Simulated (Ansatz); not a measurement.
# NbC (Niobocarbide): the cost of one run

Computed with Ansatz 0.2.0 (DFT PBE, scalar-relativistic, plane waves, PAW, unless a step's input says otherwise).

1 further run of the same task is left out (set aside as unsound or not needed).

### Step 1. The structure to begin with

The structure is cubic, space group Fm-3m (No. 225). Conventional cell: a = 4.485 Å, b = 4.485 Å, c = 4.485 Å, α = 90.00°, β = 90.00°, γ = 90.00°. Nb (site symmetry m-3m) has 6 C at 2.24 Å as nearest neighbours. C (site symmetry m-3m) has 6 Nb at 2.24 Å as nearest neighbours.

Structure file:

```
Nb C
1.0
     0.00000    2.24254    2.24254
     2.24254    0.00000    2.24254
     2.24254    2.24254    0.00000
Nb C
1 1
Direct
  0.00000 0.00000 0.00000
  0.50000 0.50000 0.50000
```

It is the result of an earlier relaxation at this level (volume 11.28 Å³/atom; gap on the mesh: none (metal)).

### Step 2. Electronic structure at the relaxed geometry

File input.yaml:

```yaml
crystal:
  lattice:
    - [0.0, 2.2425431901, 2.2425431901]
    - [2.2425431901, 0.0, 2.2425431901]
    - [2.2425431901, 2.2425431901, 0.0]
  atoms:
    - { symbol: Nb, position: [0.0, 0.0, 0.0] }
    - { symbol: C, position: [0.5, 0.5, 0.5] }
basis:
  ecutwfc: 420
kpoints:
  mp_grid: { grid: [16, 16, 16] }
  band_path:
    path:
      - [[0.0, 0.0, 0.0], [0.5, 0.0, 0.5], [0.625, 0.25, 0.625]]
      - [[0.375, 0.375, 0.75], [0.0, 0.0, 0.0], [0.5, 0.5, 0.5], [0.5, 0.25, 0.75], [0.5, 0.0, 0.5]]
    npoints: 14
hamiltonian:
  xc: pbe
scf:
  occupations: { method: gaussian, width: 0.1 }
  n_extra_bands: 6
output:
  forces: true
  stress: true
  eigenvalues: true
  populations: true
  dos: { projected: true, de: 0.02, nscf_kmesh: { grid: [24, 24, 24] } }
  bader: true
  write_density: true
  write_potential: true
  elf: true
  volumetric_format: npy
```

The run is started by

```console
ansatz run input.yaml --threads 1 --pin off --max-ram 2560MiB --backend cpu --events-out ev --progress --plain --runs-dir out
```

**Question.** How long does this run take on 1 thread of Intel Xeon Platinum 8259CL at 2.50GHz (Skylake/Cascade Lake), shared host, and how much memory does it need?

About 25 s, with a peak of 0.48 GiB.
